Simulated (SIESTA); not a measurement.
Crystal: La2O3.

```
La O
1.0
     3.93078    0.00000    0.00000
    -1.96539    3.40415    0.00000
     0.00000    0.00000    6.11195
La O
2 3
Direct
  0.33333 0.66667 0.24624
  0.66667 0.33333 0.75376
  0.00000 0.00000 0.00000
  0.33333 0.66667 0.64589
  0.66667 0.33333 0.35411
```

The cell is a database's computed one.

- Program: SIESTA 5.4.2
- Task: single point
- Functional: PBE
- Potentials or basis: PseudoDojo 0.4 standard (PBE files)
- Basis: DZP (energy shift 0.003 Ry; two zetas on semicore shells)
- Grid cutoff: 800 Ry
- Energy shift: 0.003 Ry
- k mesh: 8 × 8 × 5
- Occupations: fermi-dirac, width 0.05 eV
- Spin: no spin polarisation

On this cell: pressure 8.7 GPa; largest force 0.381 eV/Å; band gap on the k mesh 3.81 eV, indirect (least direct gap 4.02 eV).

The same run follows on a disturbed copy (atoms moved at random, drawn with an rms of 0.05 Å):

```
La O
1.0
     3.93078    0.00000    0.00000
    -1.96539    3.40415    0.00000
     0.00000    0.00000    6.11195
La O
2 3
Direct
  0.33947 0.65881 0.24598
  0.67546 0.33874 0.75523
  0.00556 0.00248 0.99664
  0.33621 0.66433 0.65016
  0.67194 0.32665 0.35699
```

What does the disturbed cell give?

The energy moves by +2.5 meV/atom; pressure 8.6 GPa; largest force 0.460 eV/Å; band gap on the k mesh 3.81 eV, indirect (least direct gap 4.00 eV).

Forces in eV/Å, atoms in the order of the input:
```
La  -0.078  0.098 -0.181
La  -0.046 -0.284  0.358
O    0.027 -0.076  0.274
O    0.107  0.200 -0.374
O   -0.011  0.061 -0.077
```

Stress tensor (GPa, compression positive):
```
 9.95  0.05  0.05
 0.05  8.72 -0.36
 0.05 -0.36  7.16
```

Caveats: spin-orbit coupling is left out, which moves the levels of the heavy elements; an odd mesh through Γ misses points on the zone boundary, where band edges often lie; the basis of atomic orbitals isn't converged, which shifts pressures, moduli and gaps.
